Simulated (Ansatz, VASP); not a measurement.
## One calculation of BiTe, two programs

```
Bi Te
1.0
     0.00000    3.19128    3.19128
     3.19128    0.00000    3.19128
     3.19128    3.19128    0.00000
Bi Te
1 1
Cartesian
  0.0000 0.0000 0.0000
  3.1913 3.1913 3.1913
```

Change from the starting cell: volume scaled by 0.96.

Alike in both runs: task single point; functional PBEsol; k mesh 7 × 7 × 7; occupations fermi-dirac, width 0.05 eV; no spin polarisation.

```csv
,VASP,Ansatz
version,VASP 6.6.1,Ansatz 0.2.0
potentials or method,"VASP PAW PBE potentials, release 64 (Bi_d, Te)",Ansatz PAW
plane-wave cutoff (eV),520,420
valence electrons in the cell,21,31
```

|  | VASP | Ansatz | Ansatz less VASP |
| --- | --- | --- | --- |
| gap on the k mesh at the Fermi level (eV) | none | none | - |
| pressure (GPa) | 0.5 | 0.5 | +0.01 |

A gap of «none» marks a metal or a gap that the smearing closes. The two sets of potentials don't hold the same shells in valence.

Caveats: spin-orbit coupling is left out, which moves the levels of the heavy elements; the PAW data sets were made with another functional, which shifts forces and pressure a little (VASP); the PAW data sets come from PBE, with cores solved anew for the run's functional, which leaves a small shift of forces and pressure (Ansatz).
